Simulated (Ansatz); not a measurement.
# Ru: stress in a strained cell

Aim: deform Ru (equal xy, yz and zx engineering shear strains of -1 %) and compute stress, forces and field gradients with LAPW, PAW and all-electron datasets made for the crystal.

Computed with Ansatz 0.2.0 (DFT PBEsol, scalar-relativistic, unless a step's input says otherwise).

**1. The starting structure**

It takes space group P6_3/mmc (No. 194, hexagonal). Conventional cell: a = 2.706 Å, b = 2.706 Å, c = 4.282 Å, α = 90.00°, β = 90.00°, γ = 120.00°. Around Ru (site symmetry -6m2) lie 12 Ru at 2.65 to 2.71 Å.

Structure file:

```cif
data_structure
_symmetry_space_group_name_H-M 'P 1'
_symmetry_Int_Tables_number 1
_cell_length_a 2.7058
_cell_length_b 2.7058
_cell_length_c 4.2819
_cell_angle_alpha 90.000
_cell_angle_beta 90.000
_cell_angle_gamma 120.000
_cell_volume 27.15
loop_
_atom_site_label
_atom_site_type_symbol
_atom_site_fract_x
_atom_site_fract_y
_atom_site_fract_z
_atom_site_occupancy
Ru1 Ru 0.33333 0.66667 0.25000 1
Ru2 Ru 0.66667 0.33333 0.75000 1
```

Atoms are numbered in the order of the input: Ru1, Ru2.

**2. After the deformation**

Space group P6_3/mmc before, P-1 after.

**3. LAPW, all electrons**

File input.yaml:

```yaml
crystal:
  lattice:
    - [2.7057993342, -0.0135289967, -0.0135289967]
    - [-1.3646161219, 2.3500554593, -0.0049519565]
    - [-0.0214095, -0.0214095, 4.2819]
  atoms:
    - { symbol: Ru, position: [0.3333333333, 0.6666666667, 0.25] }
    - { symbol: Ru, position: [0.6666666667, 0.3333333333, 0.75] }
kpoints:
  mp_grid: { grid: [14, 14, 8] }
  band_path:
    path:
      - [0.0, 0.0, 0.0]
      - [0.0, 0.0, 0.5]
      - [-0.5, 0.5, 0.0]
      - [0.0, 0.0, 0.0]
      - [0.0, -0.5, 0.0]
      - [-0.5, 0.0, 0.5]
      - [0.0, 0.0, 0.0]
      - [-0.5, 0.0, 0.0]
      - [0.0, -0.5, 0.5]
    npoints: 5
scf:
  occupations: { method: fermi_dirac, width: 0.03 }
hamiltonian:
  xc: pbesol
  pseudopotentials: { kind: all_electron, lapw: { basis_error: 0.001 } }
output:
  forces: true
  stress: true
  eigenvalues: true
```

On the command line:

```console
> ansatz run input.yaml --threads 1 --pin off --max-ram 3072MiB --backend cpu --events-out ev --progress --plain --runs-dir out
```

The log of the run, shortened:

```text
LAPW: plane waves up to 8.660 Å⁻¹, error target 1.0e-3 eV per atom; small_component_spin mean_spin; Ru in spheres of 1.315 Å, 32 of its electrons in bands, Dirac shells []
[...]
Pseudopotentials: kind: all_electron
Pseudopotential: Ru, LAPW, valence charge 32, Koelling and Harmon's equation, gaussian nucleus
Functional definition: PBEsol
[...]
Crystal: 2 atoms, lattice volume = 27.147 Å³
Basis set: ecut = 285.71247416180705 eV, 305 PW (Γ), exchange–correlation at level 2
Bands: 39, of which v1, the nominal top of the filled ones, is band 32 counted from 1 (31 counted from 0)
Symmetry: 2 space group operations
Space group: P-1 (ITA 2), of the structure as read, at distance tolerance 3.0e-5 Å
k-points: 788 of 1568
[...]
SCF iter   1: F=—  HF=-246467.386448 eV  |F-HF|=—  |Δ(HF+E_count)|=         —  Δρ=5.34e-2  dr2=3.90e-1  ethr=6.08e-4  ⟨swp⟩=2.6  Hψ=188082  notcnv=0
[...]
SCF iter   8: F=-246466.019920 eV  HF=-246466.019921 eV  |F-HF|=7.40e-8  |Δ(HF+E_count)|=   2.96e-7  Δρ=1.43e-5  dr2=5.82e-8  ethr=8.06e-10  ⟨swp⟩=2.0  Hψ=89217  notcnv=0
[...]
NSCF: frozen V_eff on 41 k-points
SCF converged after 8 iterations
Free energy (F): -246466.019920 eV
[...]
E sigma→0 (E₀):  -246466.016512 eV
Entropy (-TS):   -0.006818 eV (-3.409 meV/atom)
Fermi energy:    25.613539 eV
[...]
--- Forces (eV/Å), atoms counted from 1 ---
  atom   1  Ru     0.04794856    -0.00101340     0.00456506
  atom   2  Ru    -0.04794856     0.00101340    -0.00456506
[...]
--- Stress (GPa, compression-positive) ---
       -5.489349       1.965403       1.980057
        1.965403      -5.492030       1.981158
        1.980057       1.981158      -7.555498
  P = ⅓ Tr σ = -6.1790 GPa (-61.790 kbar)
--- Band table (eV; the first three rows and the last of 788) ---
[...]
```

Wall time 3.1 min (1 thread of Arm Neoverse V2, shared host); peak memory 2 GiB.

This run gives: pressure -6.18 GPa; no gap; largest force 0.048 eV/Å.

**4. PAW on the default files**

File input.yaml:

```yaml
crystal:
  lattice:
    - [2.7057993342, -0.0135289967, -0.0135289967]
    - [-1.3646161219, 2.3500554593, -0.0049519565]
    - [-0.0214095, -0.0214095, 4.2819]
  atoms:
    - { symbol: Ru, position: [0.3333333333, 0.6666666667, 0.25] }
    - { symbol: Ru, position: [0.6666666667, 0.3333333333, 0.75] }
kpoints:
  mp_grid: { grid: [14, 14, 8] }
scf:
  occupations: { method: fermi_dirac, width: 0.03 }
hamiltonian:
  xc: pbesol
  pseudopotentials: { kind: paw }
output:
  forces: true
  stress: true
  eigenvalues: true
  efg: { contact_densities: true }
```

On the command line:

```console
> ansatz run input.yaml --threads 1 --pin off --max-ram 3072MiB --backend cpu --events-out ev --progress --plain --runs-dir out
```

The log of the run, shortened:

```text
Ru: output.efg is read without spin–orbit coupling, which moves field gradients at and beside such atoms by some per cent and up to a factor of two; PAW files take it under magnetization.noncollinear and magnetization.spin_orbit
[...]
Pseudopotentials: kind: paw
Pseudopotential: Ru, paw, valence charge 16, recommended cutoff 420 eV (normal)
[... 1 set-up line as earlier in the session ...]
[...]
Crystal: 2 atoms, lattice volume = 27.147 Å³
Basis set: ecut = 420 eV, 537 PW (Γ), exchange–correlation on 40×40×60 points (8 copies of the dense FFT grid, shifted against one another)
Bands: 20, of which v1, the nominal top of the filled ones, is band 16 counted from 1 (15 counted from 0)
[... 2 set-up lines as earlier in the session ...]
k-points: 788 of 1568
[...]
  atom   2  Ru    -0.04787538     0.00107390    -0.00460035
[...]
--- Stress (GPa, compression-positive) ---
       -5.474999       1.967101       1.979859
        1.967101      -5.478977       1.980809
        1.979859       1.980809      -7.516666
  P = ⅓ Tr σ = -6.1569 GPa (-61.569 kbar)
--- PAW observables at the nuclei: V_zz in 10²¹ V/m², potentials from the cell's mean, atoms counted from 1 ---
  atom   1  Ru V_zz =    -1.022703   η = 0.0799   by run symmetry: allowed
            electrostatic potential = -6805.268476 V   contact ρ = 718383.742691 e/Å³
  atom   2  Ru V_zz =    -1.022703   η = 0.0799   by run symmetry: allowed
            electrostatic potential = -6805.268476 V   contact ρ = 718383.742691 e/Å³
--- Band table (eV; the first three rows and the last of 788) ---
  k-point 0: bands = ["-49.6831", "-49.4759", "-20.1994", "-19.2556", "-19.2460", "-19.0844", "-19.0775", "-19.0403", "15.3221", "17.1411", "20.6840", "20.8697", "20.9410", "21.3804", "21.5438", "21.9697", "22.0181", "24.5542", "24.5971", "24.6154"]
[...]
```

Run time: 19 s. Hardware: 1 thread of Arm Neoverse V2, shared host; peak memory 0.59 GiB.

In short: pressure -6.16 GPa; no gap; largest force 0.048 eV/Å; Vzz Ru1 -1.02 (η = 0.08) (10²¹ V/m²).

**5. All-electron PAW on datasets made for the crystal**

Changes to input.yaml since step 4:

```diff
@@ -14,3 +14,3 @@
   xc: pbesol
-  pseudopotentials: { kind: paw }
+  pseudopotentials: { kind: all_electron, datasets: crystal }
 output:
```

On the command line:

```console
> ansatz run input.yaml --threads 1 --pin off --max-ram 3072MiB --backend cpu --events-out ev --progress --plain --runs-dir out
```

The log of the run, shortened:

```text
[...]
band count auto-derived: 13 (N_el = 16.0; filled up to band 8; 12 by the electrons, moments and atoms)
Ru: output.efg is read without spin–orbit coupling, which moves field gradients at and beside such atoms by some per cent and up to a factor of two; PAW files take it under magnetization.noncollinear and magnetization.spin_orbit
[...]
[... 1 set-up line as earlier in the session ...]
Pseudopotential: Ru, paw, valence charge 16, recommended cutoff 320 eV (normal), Koelling and Harmon's equation, gaussian nucleus
[... 1 set-up line as earlier in the session ...]
[...]
Crystal: 2 atoms, lattice volume = 27.147 Å³
Basis set: ecut = 320 eV, 337 PW (Γ), exchange–correlation on 32×32×50 points (8 copies of the dense FFT grid, shifted against one another)
Bands: 13, of which v1, the nominal top of the filled ones, is band 8 counted from 1 (7 counted from 0)
[... 1 set-up line as earlier in the session ...]
[...]
  atom   1  Ru     0.04793113    -0.00100950     0.00443231
  atom   2  Ru    -0.04793113     0.00100950    -0.00443231
[...]
--- Stress (GPa, compression-positive) ---
       -5.488938       1.965819       1.980236
        1.965819      -5.492199       1.981281
        1.980236       1.981281      -7.556630
  P = ⅓ Tr σ = -6.1793 GPa (-61.793 kbar)
  It holds what live shells' own plane waves past their cutoff add
--- PAW observables at the nuclei: V_zz in 10²¹ V/m², potentials from the cell's mean, atoms counted from 1 ---
  atom   1  Ru V_zz =    -1.148139   η = 0.0960   by run symmetry: allowed
            electrostatic potential = -6803.603881 V   contact ρ = 718412.155434 e/Å³
  atom   2  Ru V_zz =    -1.148139   η = 0.0960   by run symmetry: allowed
            electrostatic potential = -6803.603881 V   contact ρ = 718412.155434 e/Å³
--- Band table (eV; the first three rows and the last of 788) ---
  k-point 0: bands = ["17.5652", "19.3848", "22.9295", "23.1153", "23.1869", "23.6260", "23.7895", "24.2155", "24.2641", "26.8003", "26.8434"]
[...]
```

Run time: 63 s. Hardware: 1 thread of Arm Neoverse V2, shared host; peak memory 1.3 GiB.

This run gives: pressure -6.18 GPa; no gap; largest force 0.048 eV/Å; Vzz Ru1 -1.15 (η = 0.10) (10²¹ V/m²).

**6. Stress and forces compared**

Stress (GPa, compression positive):

```tsv
method	xx	yy	zz	yz	xz	xy
LAPW	-5.49	-5.49	-7.56	1.98	1.98	1.97
PAW	-5.47	-5.48	-7.52	1.98	1.98	1.97
crystal datasets	-5.49	-5.49	-7.56	1.98	1.98	1.97
```

Forces (eV/Å):

```tsv
atom	LAPW x	LAPW y	LAPW z	PAW x	PAW y	PAW z	crystal datasets x	crystal datasets y	crystal datasets z
Ru1	0.048	-0.001	0.005	0.048	-0.001	0.005	0.048	-0.001	0.004
Ru2	-0.048	0.001	-0.005	-0.048	0.001	-0.005	-0.048	0.001	-0.004
```

| method | pressure (GPa) | largest force (eV/Å) | Vzz Ru1 (10²¹ V/m²) | SCF cycles, all passes |
| --- | --- | --- | --- | --- |
| LAPW | -6.18 | 0.048 | – | 8 |
| PAW | -6.16 | 0.048 | -1.02 | 7 |
| crystal datasets | -6.18 | 0.048 | -1.15 | 9 |

**7. Outcome**

| quantity | value |
| --- | --- |
| pressure | LAPW -6.18, PAW -6.16, crystal datasets -6.18 GPa |
| largest shear or deviatoric stress (LAPW) | 1.98 GPa |

The largest part of the stress beyond the pressure is 1.98 GPa in size; the atoms are carried along and not relaxed. No run of the undeformed cell stands beside it, so the pressure holds what the given cell had before the change. PAW: stress within 0.04 GPa of LAPW, forces within 1 meV/Å. Crystal datasets: stress within 0.01 GPa of LAPW, forces within 1 meV/Å.
